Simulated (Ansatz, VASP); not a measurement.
**Cu: VASP beside Ansatz**

```
CELL_PARAMETERS angstrom
0.00000 1.84477 1.73520
1.84477 0.00000 1.73520
1.84477 1.84477 0.00000
ATOMIC_POSITIONS crystal
Cu 0.00000 0.00000 0.00000
```

Change from the starting cell: z stretched by -4 % at fixed volume, PAW files.

Alike in both runs: task electric field gradients; functional PBE; k mesh 17 × 17 × 17; occupations fermi-dirac, width 0.03 eV; no spin polarisation.

|  | VASP | Ansatz |
| --- | --- | --- |
| version | VASP 6.6.1 | Ansatz 0.2.0 |
| potentials or method | VASP PAW PBE potentials, release 64 (Cu) | PAW with Ansatz's default frozen-core files, scalar-relativistic |
| plane-wave cutoff (eV) | 520 | 420 |
| valence electrons in the cell | 11 | 19 |

VASP gave:

```
pressure (GPa)                                                 : 2.3
largest component of the traceless stress (GPa)                : 1.27
Vzz of the field gradient on the site that differs most (V/Å²) : 0.1
```

Q: Which values does Ansatz return?

A: Pressure (GPa): 1.8; largest component of the traceless stress (GPa): 1.35; Vzz of the field gradient on the site that differs most (V/Å²): 0.7.

The two sets of potentials don't hold the same shells in valence.
